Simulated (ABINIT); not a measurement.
A run of ABINIT 10.8.3 (patched build) is set up as follows.

The input run.abi:

```
ndtset 7
getwfk -1
scalecart1 3*0.9795861087
scalecart2 3*0.9864848297
scalecart3 3*0.9932883884
scalecart4 3*1.0000000000
scalecart5 3*1.0066227096
scalecart6 3*1.0131594038
scalecart7 3*1.0196128224

pp_dirpath "./"
pseudos "Ga.GGA_PBE-JTH.xml, N.GGA_PBE-JTH.xml"

acell 6.0224269985 6.0224269985 6.0224269985
rprim
     0.0000000000     0.7071067812     0.7071067812
     0.7071067812     0.0000000000     0.7071067812
     0.7071067812     0.7071067812     0.0000000000
ntypat 2
znucl 31 7
natom 2
typat 1 2
xred
     0.0000000000     0.0000000000     0.0000000000
     0.2500000000     0.2500000000     0.2500000000

ecut 20.0
pawecutdg 40.0

kptopt 1
ngkpt 10 10 10
nshiftk 1
shiftk 0.0 0.0 0.0

ixc -116133

nband 13
occopt 3
tsmear 0.05 eV

nstep 100
tolvrs 1.0e-9

iomode 3
prtwf 1
prtden 0
prteig 0
prtebands 0
enunit 2
```

Potentials or basis: JTH PAW PBE v2.0.

The run is started by

```sh
$ abinit run.abi > log 2>&1
```

Question: Estimate the bulk modulus.

Answer: 185 GPa.

Question: Estimate the pressure derivative of the bulk modulus.

Answer: 4.6 (rough: it moves with the points fitted).

Energy against volume, from the lowest point:
```
volume (Å³/atom)  energy (meV/atom)
          10.757              24.97
          10.986              10.38
          11.215               2.19
          11.444               0.00
          11.673               3.33
          11.902              10.62
          12.131              22.85
```

Caveat: the cutoff is too short for stress, so the log's stress isn't used; pressures at fixed basis lie under the slope of the energies; the PAW data sets were made with another functional, which shifts forces and pressure a little.
